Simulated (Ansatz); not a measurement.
## Elastic constants of RbCl (Fm-3m), step by step

```
Rb Cl
1.0
     0.00000    3.27400    3.27400
     3.27400    0.00000    3.27400
     3.27400    3.27400    0.00000
Rb Cl
1 1
Cartesian
  0.0000 0.0000 0.0000
  3.2740 3.2740 3.2740
```

Computed, not measured; unless marked otherwise by PBEsol, all-electron LAPW in Ansatz 0.2.0, scalar-relativistic. k mesh 6×6×6, fixed occupations, basis error target 0.5 meV/atom. The cell was relaxed by PAW under this functional.

The cell is cubic and carries a residual pressure of -0.04 GPa at this level. Each strain component that symmetry leaves independent is applied at ±0.005 and ±0.01, the ions relax wherever a strain frees them, and the stress (tension positive, GPa) is read. Shears are engineering strains, γ = 2ε.

| strain | size | σxx | σyy | σzz | σyz | σxz | σxy |
| --- | --- | --- | --- | --- | --- | --- | --- |
| xx | -0.01 | -0.3763 | -0.0179 | -0.0179 | 0.0000 | 0.0000 | 0.0000 |
| xx | -0.005 | -0.1621 | 0.0096 | 0.0096 | 0.0000 | 0.0000 | 0.0000 |
| xx | +0.005 | 0.2207 | 0.0631 | 0.0631 | 0.0000 | 0.0000 | 0.0000 |
| xx | +0.01 | 0.3911 | 0.0891 | 0.0891 | 0.0000 | 0.0000 | 0.0000 |
| yz | -0.01 | 0.0372 | 0.0368 | 0.0368 | -0.0513 | 0.0000 | 0.0000 |
| yz | -0.005 | 0.0367 | 0.0366 | 0.0366 | -0.0256 | 0.0000 | 0.0000 |
| yz | +0.005 | 0.0367 | 0.0366 | 0.0366 | 0.0256 | 0.0000 | 0.0000 |
| yz | +0.01 | 0.0372 | 0.0368 | 0.0368 | 0.0513 | 0.0000 | 0.0000 |

The slope is [8(σ(+δ) − σ(−δ)) − (σ(+2δ) − σ(−2δ))]/(12δ), and the program imposes the crystal's symmetry on the matrix.

What are the independent elastic constants?

C11 = 38.3, C12 = 5.3, C44 = 5.1 GPa.

Do they meet the Born conditions?

C11 − C12 = 32.9, C11 + 2C12 = 49.0 and C44 = 5.1 GPa must all be positive, so the crystal is elastically stable; that says nothing yet of its phonons.

What moduli does a random aggregate of grains have?

B = (C11 + 2C12)/3 = 16.3 GPa. G_V = (C11 − C12 + 3C44)/5 = 9.7 and G_R = 5(C11 − C12)C44/(4C44 + 3(C11 − C12)) = 7.1, so G_H = 8.4 GPa. Then E = 9BG/(3B + G) = 21.4 GPa, ν = (3B − 2G)/(6B + 2G) = 0.281 and B/G = 1.95, on the ductile side of Pugh's 1.75 (a rule of thumb, made for metals; it doesn't predict ductility here).

With the density of 2.861 g/cm³, how fast does sound travel, and what Debye temperature follows?

| direction | slow (m/s) | middle (m/s) | fast (m/s) |
| --- | --- | --- | --- |
| [100] | 1339 | 1339 | 3657 |
| [110] | 1339 | 2398 | 3068 |
| [111] | 2105 | 2105 | 2845 |

The mean of v⁻³ over directions and branches gives v_m = 1840 m/s and θ_D = (ħ/k_B) v_m (6π²n)^(1/3) = 167 K, n being atoms per volume. Young's modulus spans 14 to 37 GPa over directions, and the universal anisotropy index is 1.82.

How far do the constants move if PAW replaces LAPW in the same cell?

| constant | LAPW (GPa) | PAW (GPa) | difference |
| --- | --- | --- | --- |
| C11 | 38.3 | 38.2 | -0.1 |
| C12 | 5.3 | 5.4 | 0.1 |
| C44 | 5.1 | 5.1 | 0.0 |

Caveats: the frozen-core PAW files of the compared runs were fitted under PBE, their cores solved anew for this functional.
